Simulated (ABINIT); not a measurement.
MoS2:

```
CELL_PARAMETERS angstrom
3.16900 0.00000 0.00000
-1.58450 2.74443 0.00000
0.00000 0.00000 12.32400
ATOMIC_POSITIONS crystal
Mo 0.66667 0.33333 0.75000
Mo 0.33333 0.66667 0.25000
S 0.66667 0.33333 0.37700
S 0.33333 0.66667 0.87700
S 0.66667 0.33333 0.12300
S 0.33333 0.66667 0.62300
```

| Property | Result |
| --- | --- |
| Program | ABINIT 10.8.3 (patched build) |
| Task | relaxation of cell and atoms |
| Functional | LDA |
| Potentials or basis | JTH PAW LDA v2.0 |
| Cutoff | 544 eV |
| k mesh | 8 × 8 × 3 |
| Occupations | fermi-dirac, width 0.05 eV |
| Spin | no spin polarisation |

At the start: pressure -5.6 GPa; volume 17.86 Å³/atom.

Q: How do energy, volume and symmetry change on relaxing?

A: Over 10 steps the energy falls by 12.1 meV/atom and the volume is 17.00 Å³/atom (-4.9 %); space group P6_3/mmc (No. 194, to 0.05 Å).

The path:
```csv
step,energy change (eV),largest force (eV/Å),pressure (GPa),volume (Å³)
1,0.0000,0.4825,-5.55,107.18
2,-0.0523,0.1195,-2.58,105.37
3,-0.0660,0.1444,-0.10,103.87
4,-0.0674,0.1229,-0.04,103.73
5,-0.0695,0.0341,-0.05,103.40
6,-0.0696,0.0294,-0.06,103.37
7,-0.0716,0.0391,-0.17,102.50
8,-0.0723,0.0395,-0.12,102.08
9,-0.0726,0.0115,-0.03,101.94
10,-0.0726,0.0008,0.00,101.98
```

Final structure:
```cif
data_structure
_symmetry_space_group_name_H-M 'P 1'
_symmetry_Int_Tables_number 1
_cell_length_a 3.1239
_cell_length_b 3.1239
_cell_length_c 12.0669
_cell_angle_alpha 90.000
_cell_angle_beta 90.000
_cell_angle_gamma 120.000
_cell_volume 101.98
loop_
_atom_site_label
_atom_site_type_symbol
_atom_site_fract_x
_atom_site_fract_y
_atom_site_fract_z
_atom_site_occupancy
Mo1 Mo 0.66667 0.33333 0.75000 1
Mo2 Mo 0.33333 0.66667 0.25000 1
S1 S 0.66667 0.33333 0.37877 1
S2 S 0.33333 0.66667 0.87877 1
S3 S 0.66667 0.33333 0.12123 1
S4 S 0.33333 0.66667 0.62123 1
```
